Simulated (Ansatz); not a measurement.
FePt$_{5}$ (P-6m2) at 3 levels of theory

One geometry, relaxed with PBE; plane waves with PAW potentials in Ansatz, scalar-relativistic. Collinear spin; the first row ends at 3.6 μB a primitive cell. Gaps are the least over mesh and band path; pressure is positive in compression.

```cif
data_structure
_symmetry_space_group_name_H-M 'P 1'
_symmetry_Int_Tables_number 1
_cell_length_a 2.7516
_cell_length_b 2.7516
_cell_length_c 13.9289
_cell_angle_alpha 90.000
_cell_angle_beta 90.000
_cell_angle_gamma 120.000
_cell_volume 91.33
loop_
_atom_site_label
_atom_site_type_symbol
_atom_site_fract_x
_atom_site_fract_y
_atom_site_fract_z
_atom_site_occupancy
Fe1 Fe 0.33333 0.66667 0.50000 1
Pt1 Pt 0.66667 0.33333 0.00000 1
Pt2 Pt 0.33333 0.66667 0.82751 1
Pt3 Pt 0.33333 0.66667 0.17249 1
Pt4 Pt 0.66667 0.33333 0.34823 1
Pt5 Pt 0.66667 0.33333 0.65177 1
```

```
 level  cutoff (eV)   k mesh  gap (eV)  pressure (GPa)  largest moment (μB)
   PBE          420  18×18×4         0             0.0                 3.00
r2SCAN          500  18×18×4         0            -4.5                 3.27
   LDA          420  18×18×4         0           -15.2                 2.92
```

The state reached may not be the lowest one. Spin-orbit coupling matters for the bands of heavy elements and is left out.

It was reached by relaxing an invented guess, and it needn't be the stable form of this composition.
